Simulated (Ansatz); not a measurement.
HgSe:

```
Hg Se
1.0
     0.00000    3.03900    3.03900
     3.03900    0.00000    3.03900
     3.03900    3.03900    0.00000
Hg Se
1 1
Direct
  0.00000 0.00000 0.00000
  0.75000 0.75000 0.75000
```

Base run:

```yaml
Program: Ansatz 0.2.0
Functional: PBE0
Potentials_or_basis: Ansatz PAW
Cutoff: "420 eV (not typed: the program's choice for these potentials)"
k_mesh: 6 × 6 × 6
Occupations: fermi-dirac, width 0.05 eV
Spin: no spin polarisation
```

Its results: band gap on the k mesh 0.39 eV, direct; pressure 2.7 GPa.

Question: The run is repeated on the same cell with these changes: functional from PBE0 to HSE06. What comes out?

Answer: Band gap on the k mesh none (metal or under the smearing width); pressure 2.8 GPa.

Caveats: spin-orbit coupling is left out, which moves the levels of the heavy elements; the PAW data sets come from PBE, with cores solved anew for the run's functional, which leaves a small shift of forces and pressure; the thresholds are loose for stress.

